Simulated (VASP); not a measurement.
Wanted: the native input for a VASP 6.6.1 run.

* Task: relaxation of cell and atoms
* Functional: PBE
* Dispersion: TS
* Potentials or basis: VASP PAW PBE potentials, release 64 (Zr_sv_GW, N_GW)
* Cutoff: 680 eV
* k mesh: 10 × 10 × 10
* Occupations: fermi-dirac, width 0.1 eV
* Spin: no spin polarisation
* Hubbard terms: Zr d U = 1 eV
* Further INCAR settings: ALGO = Fast; EDIFF = 1e-07; IBRION = 2; EDIFFG = -0.01; NSW = 40; ISIF = 3

The structure of ZrN lies in POSCAR:

```
ZrN
1.0
    0.0000000000      2.3000000000      2.3000000000
    2.3000000000      0.0000000000      2.3000000000
    2.3000000000      2.3000000000      0.0000000000
Zr N
1 1
Cartesian
    2.3000000000      2.3000000000      2.3000000000
    0.0000000000      0.0000000000      0.0000000000
```

The input as run:

INCAR

```
  PREC = Accurate
  ENCUT = 680
  EDIFF = 1E-7
  ISMEAR = -1
  SIGMA = 0.1
  LREAL = False
  LASPH = True
  NELM = 80
  ALGO = Fast
  ISIF = 3
  LWAVE = False
  LCHARG = False
  LMAXMIX = 4
  LDAU = True
  LDAUTYPE = 2
  LDAUL = 2 -1
  LDAUU = 1 0
  LDAUJ = 0 0
  LDAUPRINT = 1
  GGA = PE
  IVDW = 2
  IBRION = 2
  NSW = 40
  EDIFFG = -0.01
```

KPOINTS

```
regular mesh
0
Gamma
  10 10 10
```

Potentials or basis: VASP PAW PBE potentials, release 64 (Zr_sv_GW, N_GW).

Launch:

```sh
$ cat potpaw_PBE.64/Zr_sv_GW/POTCAR potpaw_PBE.64/N_GW/POTCAR > POTCAR
$ mpirun -np 1 vasp_std > vasp.out
```

It gave:

```
Relaxed volume                         : 11.75 Å³/atom
Relaxed cell                           : a = 3.215 Å, b = 3.215 Å, c = 3.215 Å, α = 60.00°, β = 60.00°, γ = 60.00°
Space group after relaxing (to 0.05 Å) : Fm-3m (No. 225)
Energy gained by relaxing              : 9.8 meV/atom
Ionic steps                            : 4
Pressure after relaxing                : -0.1 GPa
Band gap on the k mesh                 : none (metal or under the smearing width)
Hirshfeld charges                      : Zr +0.52; N -0.52 e
Dispersion energy per atom             : -0.668 eV
```

Caveat: atom-pairwise D2, TS and ULG terms overbind metals; U without spin polarisation on a metal has little footing; pairwise dispersion overbinds metals, which lowers pressure and volume.

Run time: 2.7 min on 1 thread of Intel(R) Xeon(R) Platinum 8488C (Sapphire Rapids), with other jobs on the host, peak memory 0.19 GiB.
